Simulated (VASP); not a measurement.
# GdN (Fm-3m) in VASP: further runs

Runs on GdN. Level: PBE+U. Tasks: single point.

Program: VASP 6.6.1. These are calculated values, not measurements. Logs are shortened: lines on timing, memory, paths and dates and some standing lists are left out, and cuts for length are marked.

### 1 The crystal as given

The structure is cubic, space group Fm-3m (No. 225). The conventional cell has a = 5.010 Å, b = 5.010 Å, c = 5.010 Å, α = 90.00°, β = 90.00°, γ = 90.00°. Around Gd (site symmetry m-3m) lie 6 N at 2.50 Å. N (site symmetry m-3m) has 6 Gd at 2.50 Å as nearest neighbours.

The cell comes from a database or a generator and needn't be the stable form of this composition.

### 2 Single point, PBE+U, collinear spin, ferromagnetic start

INCAR reads:

```
PREC     = Accurate       # precision mode
ENCUT    = 520            # plane-wave cutoff, eV
EDIFF    = 1E-6           # SCF threshold, eV
ISMEAR   = -1             # smearing method
SIGMA    = 0.05           # smearing width, eV
LREAL    = F              # projectors in reciprocal space
LASPH    = T              # aspherical terms in the spheres
NELM     = 300            # most SCF steps
ALGO     = All            # electronic algorithm
ISIF     = 2              # what is computed and relaxed
LWAVE    = F              # write WAVECAR
LCHARG   = F              # write CHGCAR
ISPIN    = 2              # spin polarisation
MAGMOM   = 7 7 0 0        # initial moments
LORBIT   = 11             # projections on sites
LMAXMIX  = 6              # l up to which the mixer works
LDAU     = T              # DFT+U
LDAUTYPE = 2            
LDAUL    = 3 -1           # shell
LDAUU    = 6 0            # U, eV
LDAUJ    = 0 0          
LDAUPRINT= 1            
GGA      = PE             # functional
```

KPOINTS reads:

```
regular mesh
0
Gamma
  8 8 6
```

POSCAR reads:

```
GdN
1.0
    2.5050000000     -2.5050000000      0.0000000000
    2.5050000000      2.5050000000      0.0000000000
    0.0000000000      0.0000000000      5.0100000000
Gd N
2 2
Direct
    0.0000000000      0.0000000000      0.0000000000
    0.5000000000      0.5000000000      0.5000000000
    0.5000000000      0.5000000000      0.0000000000
    0.0000000000      0.0000000000      0.5000000000
```

Potentials or basis: VASP PAW PBE potentials, release 64 (Gd, N).

Run with:

```
$ cat potpaw_PBE.64/Gd/POTCAR potpaw_PBE.64/N/POTCAR > POTCAR
$ mpirun -np 1 vasp_std > vasp.out
```

OUTCAR:

```text
PREC = Accurate
   ENCUT = 520
   EDIFF = 1E-6
   ISMEAR = -1
   LREAL = F
   LASPH = T
   NELM = 300
   ISIF = 2
   ISPIN = 2
   LORBIT = 11
   GGA = PE

 ion  position               nearest neighbor table
   1  0.000  0.000  0.000-   3 2.50   4 2.50   4 2.50   3 2.50   3 2.50   3 2.50   2 3.54   2 3.54
                             2 3.54   2 3.54   2 3.54   2 3.54   2 3.54   2 3.54
   2  0.500  0.500  0.500-   3 2.50   4 2.50   3 2.50   4 2.50   4 2.50   4 2.50   1 3.54   1 3.54
                             1 3.54   1 3.54   1 3.54   1 3.54   1 3.54   1 3.54
   3  0.500  0.500  0.000-   1 2.50   2 2.50   2 2.50   1 2.50   1 2.50   1 2.50
   4  0.000  0.000  0.500-   1 2.50   2 2.50   1 2.50   2 2.50   2 2.50   2 2.50

  LATTYP: Found a simple tetragonal cell.
 ALAT       =     3.5426049737
 C/A-ratio  =     1.4142135624

  Lattice vectors:

 A1 = (   2.5050000000,  -2.5050000000,   0.0000000000)
 A2 = (   2.5050000000,   2.5050000000,   0.0000000000)
 A3 = (   0.0000000000,   0.0000000000,   5.0100000000)

Analysis of symmetry for initial positions (statically):
=====================================================================
 Subroutine PRICEL returns following result:

  LATTYP: Found a face centered cubic cell.
 ALAT       =     5.0100000000
[... 12 lines left out ...]
 Subroutine GETGRP returns: Found 16 space group operations
 (whereof 16 operations were pure point group operations)
 out of a pool of 16 trial point group operations.

The static configuration has the point symmetry D_4h.

Analysis of symmetry for dynamics (positions and initial velocities):
=====================================================================
 Subroutine PRICEL returns following result:

  LATTYP: Found a face centered cubic cell.
 ALAT       =     5.0100000000
[... 12 lines left out ...]
 Subroutine GETGRP returns: Found 16 space group operations
 (whereof 16 operations were pure point group operations)
 out of a pool of 16 trial point group operations.

The dynamic configuration has the point symmetry D_4h.

Analysis of structural, dynamic, and magnetic symmetry:
=====================================================================
 Subroutine PRICEL returns following result:

  LATTYP: Found a face centered cubic cell.
 ALAT       =     5.0100000000
[... 12 lines left out ...]
 Subroutine GETGRP returns: Found 16 space group operations
 (whereof 16 operations were pure point group operations)
 out of a pool of 16 trial point group operations.

The overall configuration has the point symmetry D_4h.

 Subroutine INISYM returns: Found 16 space group operations
 (whereof 16 operations are pure point group operations),
 and found     2 'primitive' translations

----------------------------------------------------------------------------------------

                                     Primitive cell

  volume of cell :      31.4379

[... 169 lines left out ...]
  o =  0.9927  v =  0.0000  0.0000 -0.0000 -0.0000 -0.6110 -0.0000  0.7916  0.0000  0.0000  0.0000  0.0000  0.0000  0.0000  0.0000      0.0000  0.0000  0.0000  0.0000  0.0000  0.0000  0.0000  0.0000  0.0000  0.0000  0.0000  0.0000  0.0000  0.0000

atom =   2  type =  1  l = 3

 onsite density matrix

spin component  1

  0.9919  0.0000  0.0011  0.0000 -0.0000 -0.0000  0.0000
  0.0000  0.9892 -0.0000 -0.0000 -0.0000 -0.0000 -0.0000
  0.0011 -0.0000  0.9913 -0.0000  0.0000 -0.0000  0.0000
  0.0000 -0.0000 -0.0000  0.9926  0.0000 -0.0000  0.0000
 -0.0000 -0.0000  0.0000  0.0000  0.9913 -0.0000 -0.0011
 -0.0000 -0.0000 -0.0000 -0.0000 -0.0000  0.9905  0.0000
  0.0000 -0.0000  0.0000  0.0000 -0.0011  0.0000  0.9919

spin component  2

  0.0075  0.0000  0.0032  0.0000  0.0000  0.0000  0.0000
  0.0000  0.0004  0.0000  0.0000  0.0000  0.0000 -0.0000
  0.0032  0.0000  0.0058 -0.0000  0.0000  0.0000 -0.0000
  0.0000  0.0000 -0.0000  0.0100  0.0000  0.0000  0.0000
  0.0000  0.0000  0.0000  0.0000  0.0058  0.0000 -0.0032
  0.0000  0.0000  0.0000  0.0000  0.0000  0.0033 -0.0000
  0.0000 -0.0000 -0.0000  0.0000 -0.0032 -0.0000  0.0075

 occupancies and eigenvectors

  o =  0.0004  v =  0.0000  0.0000  0.0000  0.0000  0.0000  0.0000  0.0000 -0.0000 -1.0000  0.0000 -0.0000 -0.0000 -0.0000  0.0000      0.0000  0.0000  0.0000  0.0000  0.0000  0.0000  0.0000  0.0000  0.0000  0.0000  0.0000  0.0000  0.0000  0.0000
  o =  0.0033  v =  0.0000  0.0000  0.0000  0.0000  0.0000  0.0000  0.0000 -0.0000  0.0000  0.0000  0.0000 -0.0000 -1.0000 -0.0000      0.0000  0.0000  0.0000  0.0000  0.0000  0.0000  0.0000  0.0000  0.0000  0.0000  0.0000  0.0000  0.0000  0.0000
  o =  0.0033  v =  0.0000  0.0000  0.0000  0.0000  0.0000  0.0000  0.0000  0.0004 -0.0000 -0.0005 -0.0000  0.7909 -0.0000  0.6119      0.0000  0.0000  0.0000  0.0000  0.0000  0.0000  0.0000  0.0000  0.0000  0.0000  0.0000  0.0000  0.0000  0.0000
  o =  0.0033  v =  0.0000  0.0000  0.0000  0.0000  0.0000  0.0000  0.0000 -0.6119  0.0000  0.7909  0.0000  0.0005  0.0000  0.0004      0.0000  0.0000  0.0000  0.0000  0.0000  0.0000  0.0000  0.0000  0.0000  0.0000  0.0000  0.0000  0.0000  0.0000
  o =  0.0100  v =  0.0000  0.0000  0.0000  0.0000  0.0000  0.0000  0.0000 -0.0000 -0.0000  0.0000 -1.0000 -0.0000 -0.0000  0.0000      0.0000  0.0000  0.0000  0.0000  0.0000  0.0000  0.0000  0.0000  0.0000  0.0000  0.0000  0.0000  0.0000  0.0000
  o =  0.0100  v =  0.0000  0.0000  0.0000  0.0000  0.0000  0.0000  0.0000 -0.0000 -0.0000 -0.0000  0.0000 -0.6119 -0.0000  0.7909      0.0000  0.0000  0.0000  0.0000  0.0000  0.0000  0.0000  0.0000  0.0000  0.0000  0.0000  0.0000  0.0000  0.0000
  o =  0.0100  v =  0.0000  0.0000  0.0000  0.0000  0.0000  0.0000  0.0000  0.7909  0.0000  0.6119 -0.0000  0.0000  0.0000  0.0000      0.0000  0.0000  0.0000  0.0000  0.0000  0.0000  0.0000  0.0000  0.0000  0.0000  0.0000  0.0000  0.0000  0.0000
  o =  0.9892  v =  0.0000 -1.0000 -0.0000  0.0000  0.0000  0.0000  0.0000  0.0000  0.0000  0.0000  0.0000  0.0000  0.0000  0.0000      0.0000  0.0000  0.0000  0.0000  0.0000  0.0000  0.0000  0.0000  0.0000  0.0000  0.0000  0.0000  0.0000  0.0000
  o =  0.9905  v =  0.0000 -0.0000 -0.0000 -0.0000 -0.0000 -1.0000 -0.0000  0.0000  0.0000  0.0000  0.0000  0.0000  0.0000  0.0000      0.0000  0.0000  0.0000  0.0000  0.0000  0.0000  0.0000  0.0000  0.0000  0.0000  0.0000  0.0000  0.0000  0.0000
  o =  0.9905  v = -0.6110  0.0000  0.7916  0.0000 -0.0000 -0.0000  0.0000  0.0000  0.0000  0.0000  0.0000  0.0000  0.0000  0.0000      0.0000  0.0000  0.0000  0.0000  0.0000  0.0000  0.0000  0.0000  0.0000  0.0000  0.0000  0.0000  0.0000  0.0000
  o =  0.9905  v =  0.0000  0.0000 -0.0000  0.0000  0.7916 -0.0000  0.6110  0.0000  0.0000  0.0000  0.0000  0.0000  0.0000  0.0000      0.0000  0.0000  0.0000  0.0000  0.0000  0.0000  0.0000  0.0000  0.0000  0.0000  0.0000  0.0000  0.0000  0.0000
  o =  0.9926  v =  0.0000  0.0000 -0.0000  1.0000  0.0000 -0.0000 -0.0000  0.0000  0.0000  0.0000  0.0000  0.0000  0.0000  0.0000      0.0000  0.0000  0.0000  0.0000  0.0000  0.0000  0.0000  0.0000  0.0000  0.0000  0.0000  0.0000  0.0000  0.0000
  o =  0.9927  v = -0.7916  0.0000 -0.6110 -0.0000  0.0000  0.0000 -0.0000  0.0000  0.0000  0.0000  0.0000  0.0000  0.0000  0.0000      0.0000  0.0000  0.0000  0.0000  0.0000  0.0000  0.0000  0.0000  0.0000  0.0000  0.0000  0.0000  0.0000  0.0000
  o =  0.9927  v =  0.0000  0.0000 -0.0000  0.0000 -0.6110 -0.0000  0.7916  0.0000  0.0000  0.0000  0.0000  0.0000  0.0000  0.0000      0.0000  0.0000  0.0000  0.0000  0.0000  0.0000  0.0000  0.0000  0.0000  0.0000  0.0000  0.0000  0.0000  0.0000

 number of electron      45.9999996 magnetization      13.9999996

 Free energy of the ion-electron system (eV)
  ---------------------------------------------------
  ext. energy  EPLUGINS =         0.00000000
  ---------------------------------------------------
  free energy    TOTEN  =       -45.62619556 eV

  energy without entropy =      -45.62465437  energy(sigma->0) =      -45.62542496

 E-fermi :   3.7158     XC(G=0): -11.5031

 val. band max:        3.6684581593   @ k =   0.1250   0.0000   0.0000
 cond. band min:       3.7164840724   @ k =   0.3750   0.3750   0.0000
 fundamental gap:      0.0480259131
 Fermi energy:         3.7158362107

 spin component 1

 k-point     1 :       0.0000    0.0000    0.0000
  band No.  band energies     occupation
      1     -40.0366      1.00000
      2     -39.9239      1.00000
      3     -17.8723      1.00000
      4     -17.3598      1.00000
      5     -17.3598      1.00000
      6     -17.0347      1.00000
[... 1769 lines left out ...]
     33      10.1103      0.00000
     34      10.1178      0.00000

 [... further k-points ...]
[... 5 lines left out ...]
  --------------------------------------------------------------------------------------
  -------------------------------------------------------------------------------------
  Total       -0.1598590     -0.1598590     -0.1860307      0.0000000     -0.0000000      0.0000000
  in kB       -4.0734708     -4.0734708     -4.7403675      0.0000000     -0.0000000      0.0000000
  external PRESSURE =      -4.2957697 kB  Pullay stress =       0.0000000 kB

 VOLUME and BASIS-vectors are now :
 -----------------------------------------------------------------------------
  energy-cutoff  :      520.00
  volume of cell :       62.88
      direct lattice vectors                 reciprocal lattice vectors
     2.505000000 -2.505000000  0.000000000     0.199600798 -0.199600798  0.000000000
     2.505000000  2.505000000  0.000000000     0.199600798  0.199600798  0.000000000
     0.000000000  0.000000000  5.010000000     0.000000000  0.000000000  0.199600798

 POSITION                                       TOTAL-FORCE (eV/Angst)
 -----------------------------------------------------------------------------------
      0.00000      0.00000      0.00000         0.000000      0.000000      0.000000
      2.50500      0.00000      2.50500         0.000000      0.000000     -0.000000
      2.50500      0.00000      0.00000        -0.000000     -0.000000      0.000000
      0.00000      0.00000      2.50500        -0.000000     -0.000000      0.000000
 -----------------------------------------------------------------------------------
    total drift:                                0.000000      0.000000      0.000000

  FREE ENERGIE OF THE ION-ELECTRON SYSTEM (eV)
  ---------------------------------------------------
  free  energy   TOTEN  =       -45.6261955606 eV

  energy  without entropy=      -45.6246544010  energy(sigma->0) =      -45.62542498

 total charge

# of ion       s       p       d       f       tot
--------------------------------------------------
    1        2.034   5.666   0.534   6.972  15.207
    2        2.034   5.666   0.534   6.972  15.207
    3        1.248   2.382   0.000   0.000   3.630
    4        1.248   2.382   0.000   0.000   3.630
--------------------------------------------------
tot          6.565  16.096   1.069  13.944  37.674

 magnetization (x)

# of ion       s       p       d       f       tot
--------------------------------------------------
    1       -0.006  -0.086   0.071   6.893   6.872
    2       -0.006  -0.086   0.071   6.893   6.872
    3       -0.009  -0.105   0.000   0.000  -0.114
    4       -0.009  -0.105   0.000   0.000  -0.114
--------------------------------------------------
tot         -0.030  -0.383   0.142  13.787  13.516
```

Wall time 20 min (1 thread of Intel Xeon Platinum 8559C (Emerald Rapids), shared host); peak memory 0.58 GiB.

What came out:

* Free energy: -45.6262 eV
* Pressure: -0.4 GPa
* Band gap on the k mesh: none (metal or under the smearing width)
* Net moment: 14.00 μB per cell
* Site moments: Gd +6.87; N -0.11 μB
* Valence electrons inside the program's atomic spheres: Gd 15.21; N 3.63

Eigenvalues of the final occupation matrices:
```tsv
site	spin	trace	eigenvalues
site 1 f	1	6.94	0.99 0.99 0.99 0.99 0.99 0.99 0.99
site 1 f	2	0.04	0.00 0.00 0.00 0.00 0.01 0.01 0.01
site 2 f	1	6.94	0.99 0.99 0.99 0.99 0.99 0.99 0.99
site 2 f	2	0.04	0.00 0.00 0.00 0.00 0.01 0.01 0.01
```

Caveat: spin-orbit coupling is left out, which moves the levels of the heavy elements. The state reached can hang on the start; a lower one may exist.

### 3 Single point, PBE+U, collinear spin, antiferromagnetic start

Edit INCAR of step 2 so:

```diff
@@ -13,3 +13,3 @@
 ISPIN    = 2              # spin polarisation
-MAGMOM   = 7 7 0 0        # initial moments
+MAGMOM   = 7 -7 0 0       # initial moments
 LORBIT   = 11             # projections on sites
```

KPOINTS is that of step 2.

POSCAR is that of step 2.

Potentials or basis: VASP PAW PBE potentials, release 64 (Gd, N).

Run with:

```
$ cat potpaw_PBE.64/Gd/POTCAR potpaw_PBE.64/N/POTCAR > POTCAR
$ mpirun -np 1 vasp_std > vasp.out
```

OUTCAR:

```text
PREC = Accurate
   ENCUT = 520
   EDIFF = 1E-6
   ISMEAR = -1
   LREAL = F
   LASPH = T
   NELM = 300
   ISIF = 2
   ISPIN = 2
   LORBIT = 11
   GGA = PE

 ion  position               nearest neighbor table
   1  0.000  0.000  0.000-   3 2.50   4 2.50   4 2.50   3 2.50   3 2.50   3 2.50   2 3.54   2 3.54
                             2 3.54   2 3.54   2 3.54   2 3.54   2 3.54   2 3.54
   2  0.500  0.500  0.500-   3 2.50   4 2.50   3 2.50   4 2.50   4 2.50   4 2.50   1 3.54   1 3.54
                             1 3.54   1 3.54   1 3.54   1 3.54   1 3.54   1 3.54
   3  0.500  0.500  0.000-   1 2.50   2 2.50   2 2.50   1 2.50   1 2.50   1 2.50
   4  0.000  0.000  0.500-   1 2.50   2 2.50   1 2.50   2 2.50   2 2.50   2 2.50

  LATTYP: Found a simple tetragonal cell.
 ALAT       =     3.5426049737
 C/A-ratio  =     1.4142135624

  Lattice vectors:

 A1 = (   2.5050000000,  -2.5050000000,   0.0000000000)
 A2 = (   2.5050000000,   2.5050000000,   0.0000000000)
 A3 = (   0.0000000000,   0.0000000000,   5.0100000000)
[... 1759 lines left out ...]
     27       8.6439      0.00000

 [... further k-points ...]
[... 5 lines left out ...]
  --------------------------------------------------------------------------------------
  -------------------------------------------------------------------------------------
  Total       -0.1264852     -0.1264852     -0.0770550      0.0000000     -0.0000000     -0.0000000
  in kB       -3.2230516     -3.2230516     -1.9634883      0.0000000     -0.0000000     -0.0000000
  external PRESSURE =      -2.8031972 kB  Pullay stress =       0.0000000 kB

 VOLUME and BASIS-vectors are now :
 -----------------------------------------------------------------------------
  energy-cutoff  :      520.00
  volume of cell :       62.88
      direct lattice vectors                 reciprocal lattice vectors
     2.505000000 -2.505000000  0.000000000     0.199600798 -0.199600798  0.000000000
     2.505000000  2.505000000  0.000000000     0.199600798  0.199600798  0.000000000
     0.000000000  0.000000000  5.010000000     0.000000000  0.000000000  0.199600798

 POSITION                                       TOTAL-FORCE (eV/Angst)
 -----------------------------------------------------------------------------------
      0.00000      0.00000      0.00000        -0.000000      0.000000     -0.000000
      2.50500      0.00000      2.50500         0.000000     -0.000000      0.000000
      2.50500      0.00000      0.00000        -0.000000      0.000000     -0.000000
      0.00000      0.00000      2.50500        -0.000000     -0.000000     -0.000000
 -----------------------------------------------------------------------------------
    total drift:                                0.000000      0.000000      0.000000

  FREE ENERGIE OF THE ION-ELECTRON SYSTEM (eV)
  ---------------------------------------------------
  free  energy   TOTEN  =       -45.6087549742 eV

  energy  without entropy=      -45.6071498193  energy(sigma->0) =      -45.60795240

 total charge

# of ion       s       p       d       f       tot
--------------------------------------------------
    1        2.035   5.667   0.532   6.973  15.207
    2        2.035   5.667   0.532   6.973  15.207
    3        1.248   2.383   0.000   0.000   3.631
    4        1.248   2.383   0.000   0.000   3.631
--------------------------------------------------
tot          6.565  16.100   1.064  13.946  37.675

 magnetization (x)

# of ion       s       p       d       f       tot
--------------------------------------------------
    1       -0.005  -0.087   0.052   6.894   6.854
    2        0.005   0.087  -0.052  -6.894  -6.854
    3       -0.003  -0.035   0.000   0.000  -0.038
    4        0.003   0.035   0.000   0.000   0.038
--------------------------------------------------
tot          0.000   0.000   0.000   0.000   0.000
```

OSZICAR:

```text
N       E                     dE             d eps       ncg     rms           ort
DAV:   1     0.363520069413E+03    0.36352E+03   -0.17504E+04  1620   0.922E+03
DAV:   2     0.593595961502E+02   -0.30416E+03   -0.28943E+03  1620   0.586E+02
DAV:   3    -0.250072630801E+02   -0.84367E+02   -0.81312E+02  1620   0.424E+02
DAV:   4    -0.374060863150E+02   -0.12399E+02   -0.12195E+02  1620   0.141E+02
[... 12 lines left out ...]
CGA: 132    -0.456087503861E+02   -0.14155E-05   -0.14144E-05  1620   0.164E-05   0.335E-07
CGA: 133    -0.456087514925E+02   -0.11064E-05   -0.11048E-05  1620   0.176E-05   0.362E-07
CGA: 134    -0.456087529300E+02   -0.14375E-05   -0.14270E-05  1620   0.173E-05   0.580E-07
CGA: 135    -0.456087540617E+02   -0.11316E-05   -0.11318E-05  1620   0.134E-05   0.506E-07
CGA: 136    -0.456087549742E+02   -0.91250E-06   -0.91140E-06  1620   0.112E-05   0.359E-07
   1 F= -.45608755E+02 E0= -.45607952E+02  d E =-.160515E-02  mag=    -0.0000
```

It took 21 min on 1 thread of Intel Xeon Platinum 8559C (Emerald Rapids), shared host; peak memory 0.52 GiB.

Results:

| Quantity | Value |
| --- | --- |
| Free energy | -45.6088 eV |
| Pressure | -0.3 GPa |
| Band gap on the k mesh | 0.02 eV |
| Net moment | 0.00 μB per cell |
| Site moments | Gd +6.85, -6.85; N -0.04, +0.04 μB |
| Valence electrons inside the program's atomic spheres | Gd 15.21; N 3.63 |

Eigenvalues of the final occupation matrices:
| site | spin | trace | eigenvalues |
| --- | --- | --- | --- |
| site 1 f | 1 | 6.94 | 0.99 0.99 0.99 0.99 0.99 0.99 0.99 |
| site 1 f | 2 | 0.04 | 0.00 0.00 0.00 0.00 0.01 0.01 0.01 |
| site 2 f | 1 | 0.04 | 0.00 0.00 0.00 0.00 0.01 0.01 0.01 |
| site 2 f | 2 | 6.94 | 0.99 0.99 0.99 0.99 0.99 0.99 0.99 |

Caveat: spin-orbit coupling is left out, which moves the levels of the heavy elements.
